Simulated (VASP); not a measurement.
## TiC (Khamrabaevite) under strain

How does the pressure of TiC (Khamrabaevite) answer to a change of volume? The bands are shown for each cell. All runs use PBE. Left out of this account: 1 further run (fields: a reference on another mesh). The start is a cell from a database of measured crystal structures.

Main program and level: VASP 6.6.1; PBE; plane waves and PAW (Ti_sv, C).

**1. Starting point**

Symmetry: Fm-3m, No. 225, cubic system. The conventional cell has a = 4.328 Å, b = 4.328 Å, c = 4.328 Å, α = 90.00°, β = 90.00°, γ = 90.00°. Ti has 6 C at 2.16 Å nearest. C has 6 Ti at 2.16 Å nearest. Farther neighbours are not listed.

**2. Bands, cell as listed**

Levels along the symmetry lines show where the bands peak and cross; KPOINTS_OPT computes them in the converged potential. PBE, the usual starting point, adds the gradient of the density.

INCAR reads:

```
SYSTEM = TiC
PREC = Accurate
ENCUT = 520
EDIFF = 1E-06
NELM = 100
ISMEAR = -1
SIGMA = 0.05
LREAL = .FALSE.
ALGO = Normal
GGA = PE
NBANDS = 20
LASPH = .TRUE.
LORBIT = 11
LWAVE = .FALSE.
LCHARG = .FALSE.
KPAR = 2
```

POSCAR reads:

```
TiC
1.0
    0.0000000000      2.1640000000      2.1640000000
    2.1640000000      0.0000000000      2.1640000000
    2.1640000000      2.1640000000      0.0000000000
Ti C
1 1
Direct
    0.0000000000      0.0000000000      0.0000000000
    0.5000000000      0.5000000000      0.5000000000
```

KPOINTS reads:

```
Automatic mesh
0
Gamma
15 15 15
0 0 0
```

KPOINTS_OPT reads:

```
Line mode
16
Line-mode
Reciprocal
  0.00000000   0.00000000   0.00000000 GAMMA
  0.50000000   0.00000000   0.50000000 X

  0.50000000   0.00000000   0.50000000 X
  0.50000000   0.25000000   0.75000000 W

  0.50000000   0.25000000   0.75000000 W
  0.37500000   0.37500000   0.75000000 K

  0.37500000   0.37500000   0.75000000 K
  0.00000000   0.00000000   0.00000000 GAMMA

  0.00000000   0.00000000   0.00000000 GAMMA
  0.50000000   0.50000000   0.50000000 L

  0.50000000   0.50000000   0.50000000 L
  0.62500000   0.25000000   0.62500000 U

  0.62500000   0.25000000   0.62500000 U
  0.50000000   0.25000000   0.75000000 W

  0.50000000   0.25000000   0.75000000 W
  0.50000000   0.50000000   0.50000000 L

  0.50000000   0.50000000   0.50000000 L
  0.37500000   0.37500000   0.75000000 K

  0.62500000   0.25000000   0.62500000 U
  0.50000000   0.00000000   0.50000000 X
```

Potentials, in the order of the species: Ti_sv and C (PBE family, release 64).

The run is started by

```
$ mpirun -np 2 vasp_std
```

Output:

```text
[banner, memory and clock lines left out]
running    2 mpi-ranks, on    1 nodes
 distrk:  each k-point on    1 cores,    2 groups
 distr:  one band on    1 cores,    1 groups

 POSCAR found type information on POSCAR TiC
 POSCAR found :  2 types and       2 ions
 LDA part: xc-table for (Slater+PW92), standard interpolation
 POSCAR, INCAR and KPOINTS ok, starting setup
 FFT: planning ... GRIDC
 FFT: planning ... GRID_SOFT
 FFT: planning ... GRID
 WAVECAR not read
 entering main loop
       N       E                     dE             d eps       ncg     rms          rms(c)
DAV:   1     0.124973676927E+03    0.12497E+03   -0.73195E+03  4840   0.962E+02
DAV:   2    -0.162072552010E+02   -0.14118E+03   -0.13002E+03  4936   0.276E+02
DAV:   3    -0.241208075696E+02   -0.79136E+01   -0.77570E+01  5888   0.644E+01
DAV:   4    -0.243121244301E+02   -0.19132E+00   -0.19099E+00  5596   0.954E+00
DAV:   5    -0.243156257986E+02   -0.35014E-02   -0.35012E-02  5600   0.119E+00    0.183E+01
DAV:   6    -0.193951311566E+02    0.49205E+01   -0.47991E+00  6412   0.422E+01    0.715E+00
DAV:   7    -0.187461151333E+02    0.64902E+00   -0.12801E+00  5864   0.158E+01    0.495E+00
DAV:   8    -0.187160807947E+02    0.30034E-01   -0.11264E-01  6004   0.303E+00    0.309E+00
DAV:   9    -0.187126947812E+02    0.33860E-02   -0.51861E-02  7248   0.277E+00    0.707E-01
DAV:  10    -0.187129805030E+02   -0.28572E-03   -0.74285E-03  5104   0.697E-01    0.694E-01
DAV:  11    -0.187102550802E+02    0.27254E-02   -0.25204E-03  5332   0.767E-01    0.317E-01
DAV:  12    -0.187097976228E+02    0.45746E-03   -0.36928E-04  6532   0.297E-01    0.965E-02
DAV:  13    -0.187097751530E+02    0.22470E-04   -0.65277E-05  4944   0.749E-02    0.172E-02
DAV:  14    -0.187097764899E+02   -0.13369E-05   -0.48535E-06  6080   0.361E-02    0.204E-02
DAV:  15    -0.187097745760E+02    0.19139E-05   -0.21458E-06  5656   0.247E-02    0.243E-03
DAV:  16    -0.187097745150E+02    0.60960E-07   -0.72342E-08  2652   0.235E-03
   1 F= -.18709775E+02 E0= -.18708332E+02  d E =-.288511E-02
 Start KPOINTS_OPT (optional k-point list driver)
k-point batch [1-120\160]
       N       E                     dE             ncg
DAV:   1    -0.576661151813E+04   -0.79056E+05     4812
DAV:   2    -0.223109206016E+05   -0.16544E+05     4964
DAV:   3    -0.231891659044E+05   -0.87825E+03     6088
DAV:   4    -0.232071341384E+05   -0.17968E+02     5516
DAV:   5    -0.232073688380E+05   -0.23470E+00     5648
DAV:   6    -0.232073726598E+05   -0.38218E-02     5692
DAV:   7    -0.232073727340E+05   -0.74210E-04     5696
DAV:   8    -0.232073727354E+05   -0.13837E-05     4596
DAV:   9    -0.232073727356E+05   -0.17000E-06     3340
k-point batch [121-160\160]
       N       E                     dE             ncg
DAV:   1     0.459011475036E+05   -0.30621E+05     1624
DAV:   2     0.404981910866E+05   -0.54030E+04     1640
DAV:   3     0.402186703505E+05   -0.27952E+03     1968
DAV:   4     0.402130991210E+05   -0.55712E+01     1848
DAV:   5     0.402130296095E+05   -0.69511E-01     1816
DAV:   6     0.402130286969E+05   -0.91254E-03     2000
DAV:   7     0.402130286807E+05   -0.16285E-04     1824
DAV:   8     0.402130286804E+05   -0.28514E-06     1564
```

Run time: 30 s. Hardware: 2 MPI ranks of Intel Xeon Platinum 8259CL at 2.50GHz (Skylake/Cascade Lake), shared host; peak memory 0.37 GiB; 58 s of CPU time.

Lines that name or quote the potential files are left out of all logs, and their timing lines are given in words.

From OUTCAR (step 2):

```text
ion  position               nearest neighbor table
   1  0.000  0.000  0.000-   2 2.16   2 2.16   2 2.16   2 2.16   2 2.16   2 2.16
   2  0.500  0.500  0.500-   1 2.16   1 2.16   1 2.16   1 2.16   1 2.16   1 2.16

  LATTYP: Found a face centered cubic cell.
 ALAT       =     4.3280000000

 Subroutine GETGRP returns: Found 48 space group operations
 (whereof 48 operations were pure point group operations)

The static configuration has the point symmetry O_h .

 Found    120 irreducible k-points:

   k-points           NKPTS =    120   k-points in BZ     NKDIM =    120   number of bands    NBANDS=     20

   dimension x,y,z NGX =    24 NGY =   24 NGZ =   24
   dimension x,y,z NGXF=    48 NGYF=   48 NGZF=   48

   ENCUT  =  520.0 eV  38.22 Ry    6.18 a.u.   5.69  5.69  5.69*2*pi/ulx,y,z

   NELECT =      16.0000    total number of electrons

 k-points in reciprocal lattice and weights: Automatic mesh
   0.00000000  0.00000000  0.00000000       0.000
   0.06666667  0.00000000  0.00000000       0.002
   0.13333333  0.00000000  0.00000000       0.002
   0.20000000  0.00000000  0.00000000       0.002
   0.26666667  0.00000000  0.00000000       0.002
   0.33333333  0.00000000  0.00000000       0.002
   0.40000000  0.00000000  0.00000000       0.002
   0.46666667  0.00000000  0.00000000       0.002
   0.06666667  0.06666667  0.00000000       0.002
[...]
-0.33333333  0.46666667  0.20000000       0.007
  -0.26666667  0.46666667  0.20000000       0.007

 average (electrostatic) potential at core
       1 -71.1423       2 -44.3868

 E-fermi :   9.4303

 k-point     1 :       0.0000    0.0000    0.0000
  band No.  band energies     occupation
      1     -47.1413      2.00000
      2     -23.1642      2.00000
      3     -23.1642      2.00000
      4     -23.1642      2.00000
      5      -2.9677      2.00000
      6      10.1351      0.00000
      7      10.1351      0.00000
      8      10.1351      0.00000
      9      11.1207      0.00000
     10      11.1207      0.00000
    ...

 k-point     2 :       0.0667    0.0000    0.0000
  band No.  band energies     occupation
      1     -47.1381      2.00000
      2     -23.1866      2.00000
      3     -23.1663      2.00000
      4     -23.1663      2.00000
      5      -2.8668      2.00000
      6       9.6392      0.03018
      7       9.8839      0.00023
      8       9.8839      0.00023
      9      10.4594      0.00000
     10      10.4594      0.00000
    ...

 k-point     3 :       0.1333    0.0000    0.0000
  band No.  band energies     occupation
    ...
      4     -23.1723      2.00000
      5      -2.5713      2.00000
      6       8.6790      2.00000
      7       9.0489      1.99903
      8       9.0489      1.99903
      9      10.5824      0.00000
     10      10.5824      0.00000
     11      11.7316      0.00000
     12      13.3556      0.00000
     13      13.3556      0.00000
    ...

  Total        0.1376644      0.1376644      0.1376644      0.0000000     -0.0000000      0.0000000
  in kB       10.8825413     10.8825413     10.8825413      0.0000000     -0.0000000      0.0000000
  external PRESSURE =      10.8825413 kB  Pullay stress =       0.0000000 kB

  energy-cutoff  :      520.00
  volume of cell :       20.27
      direct lattice vectors                 reciprocal lattice vectors
     0.000000000  2.164000000  2.164000000    -0.231053604  0.231053604  0.231053604
     2.164000000  0.000000000  2.164000000     0.231053604 -0.231053604  0.231053604
     2.164000000  2.164000000  0.000000000     0.231053604  0.231053604 -0.231053604

 POSITION                                       TOTAL-FORCE (eV/Angst)
 -----------------------------------------------------------------------------------
      0.00000      0.00000      0.00000        -0.000000      0.000000     -0.000000
      2.16400      2.16400      2.16400         0.000000     -0.000000      0.000000
 -----------------------------------------------------------------------------------
    total drift:                                0.000000     -0.000000     -0.000000

  FREE ENERGIE OF THE ION-ELECTRON SYSTEM (eV)
  ---------------------------------------------------
  free  energy   TOTEN  =       -18.7097745150 eV

  energy  without entropy=      -18.7068894090  energy(sigma->0) =      -18.70833196

 total charge
# of ion       s       p       d       tot
------------------------------------------
    1        2.199   6.248   1.954  10.401
    2        0.897   1.506   0.000   2.402
--------------------------------------------------
tot          3.096   7.753   1.954  12.803

[... 3 further parts left out ...]
```

Numbers from this step:

```yaml
scf_cycles: 16
electrons: 16
bands: 20
irreducible_k_points: 120
symmetry_operations: 48
free_energy_toten: -18.71 eV
energy_at_zero_smearing: -18.71 eV
fermi_energy: 9.430 eV
pressure: 1.088 GPa
metallic: yes
```

Electronic bands along the path, in eV, zero at the Fermi level; # counts the bands kept, so #1 is VASP's band 5:

| point | #1 | #2 | #3 | #4 | #5 | #6 | #7 | #8 |
| --- | --- | --- | --- | --- | --- | --- | --- | --- |
| Γ | -12.40 | 0.70 | 0.70 | 0.70 | 1.69 | 1.69 | 1.69 | 1.73 |
| 0.47 of the way | -11.06 | -3.22 | -0.47 | -0.38 | -0.38 | 2.15 | 3.70 | 3.70 |
| X | -10.11 | -3.42 | -1.61 | -0.02 | -0.02 | 2.73 | 3.54 | 3.54 |
| 0.53 of the way | -9.81 | -3.38 | -2.49 | -1.72 | 1.35 | 3.46 | 3.54 | 4.13 |
| W | -9.51 | -3.13 | -3.13 | -2.70 | 2.81 | 2.81 | 3.54 | 5.13 |
| 0.47 of the way | -9.55 | -3.30 | -3.29 | -2.20 | 2.07 | 3.12 | 3.68 | 5.18 |
| K | -9.59 | -3.47 | -3.34 | -1.72 | 1.47 | 3.16 | 3.84 | 5.45 |
| 0.47 of the way | -10.39 | -3.62 | -2.33 | -2.16 | 1.72 | 2.87 | 3.73 | 4.54 |
| Γ | -12.40 | 0.70 | 0.70 | 0.70 | 1.69 | 1.69 | 1.69 | 1.73 |
| 0.47 of the way | -11.24 | -2.44 | -1.53 | -1.53 | 1.67 | 1.67 | 2.76 | 5.60 |
| L | -8.91 | -5.84 | -2.89 | -2.89 | 2.93 | 2.93 | 4.12 | 8.19 |
| 0.53 of the way | -9.19 | -4.98 | -3.00 | -2.48 | 2.47 | 2.94 | 3.85 | 6.51 |
| U | -9.59 | -3.47 | -3.34 | -1.72 | 1.47 | 3.16 | 3.84 | 5.45 |
| 0.53 of the way | -9.55 | -3.30 | -3.29 | -2.20 | 2.07 | 3.12 | 3.68 | 5.18 |
| W | -9.51 | -3.13 | -3.13 | -2.70 | 2.81 | 2.81 | 3.54 | 5.13 |
| 0.47 of the way | -9.25 | -4.73 | -3.00 | -2.46 | 2.62 | 2.76 | 3.79 | 6.29 |
| L | -8.91 | -5.84 | -2.89 | -2.89 | 2.93 | 2.93 | 4.12 | 8.19 |
| 0.47 of the way | -9.13 | -5.17 | -2.97 | -2.57 | 2.57 | 2.93 | 3.88 | 6.76 |
| K | -9.59 | -3.47 | -3.34 | -1.72 | 1.47 | 3.16 | 3.84 | 5.45 |
| jump to U | -9.59 | -3.47 | -3.34 | -1.72 | 1.47 | 3.16 | 3.84 | 5.45 |
| 0.47 of the way | -9.94 | -3.41 | -2.33 | -0.79 | 0.52 | 3.43 | 3.64 | 3.80 |
| X | -10.11 | -3.42 | -1.61 | -0.02 | -0.02 | 2.73 | 3.54 | 3.54 |

Of the projections kept (Ti, C), the largest for each band there; the rest of the weight can lie on other orbitals:

| point | #1 | #2 | #3 | #4 | #5 | #6 | #7 | #8 |
| --- | --- | --- | --- | --- | --- | --- | --- | --- |
| Γ | C 0.69 | Ti 1.00 | Ti 1.00 | Ti 1.00 | C 0.94 | C 0.94 | C 0.94 | Ti 1.00 |
| X | C 0.69 | C 0.60 | Ti 1.00 | C 0.80 | C 0.80 | Ti 1.00 | Ti 1.00 | Ti 1.00 |
| W | C 0.72 | Ti 0.57 | Ti 0.57 | Ti 0.54 | Ti 0.81 | Ti 0.81 | Ti 1.00 | Ti 0.89 |
| K | C 0.71 | Ti 0.61 | C 0.51 | Ti 0.54 | Ti 0.79 | Ti 1.00 | Ti 0.91 | Ti 0.81 |
| Γ | C 0.69 | Ti 1.00 | Ti 1.00 | Ti 1.00 | C 0.94 | C 0.94 | C 0.94 | Ti 1.00 |
| L | C 0.81 | Ti 0.60 | Ti 0.63 | Ti 0.63 | Ti 0.99 | Ti 0.99 | Ti 0.87 | Ti 0.64 |

The electronic bands as a text plot (rows in eV, shown from -8.0 to 1.7 only):

```
    1.5 |               *    *  ***  *         *             *
    1.1 |                     ** * **                         *
    0.7 |*         *            ***
    0.3 | **      *                *                           *
   -0.1 |  **  ***              *                               *
   -0.5 |   ***   *             *   *                          *
   -0.9 | *  **                *    *
   -1.3 |  *   *   *          **     *                        *
   -1.7 |       ***     *     **     **        *             *  *
   -2.1 |          **  * **  *               ** *           *  *
   -2.5 |           ***    ****        **   *    ******   **
   -2.9 |   *        **    *          *  *****    *********** *
   -3.3 |        **********                   ****           ****
   -3.7 |    ****        *   *                *    *         *
   -4.1 |                 *            *            *       *
   -4.6 |                  **                *
   -5.0 |                               *            *     *
   -5.4 |                                   *         *   *
   -5.8 |                                ***           ***
   -6.2 |
   -6.6 |
   -7.0 |
   -7.4 |
   -7.8 |
         Γ       X    W  K        Γ      L     U  W     L   K|U X
```

There is no gap at this level.

Of the bands kept, 4 cross the Fermi level on this path.

[end of part 1 of 5]

[Lines on the potential files, build, host, timing and source positions are cut from VASP's logs without a mark.]

[Logs are printed without paths, hosts, clocks, repeated set-up lines and the standing remarks that a program may print on its own settings, such as how far it seeks lower states.]

[Hosts, paths, dates, database ids (printed as entryN), source tags and the programs' standing remarks are cut or masked in the printed files.]

[A measured line is paired with the nearest computed mode of its activity, which favours agreement.]
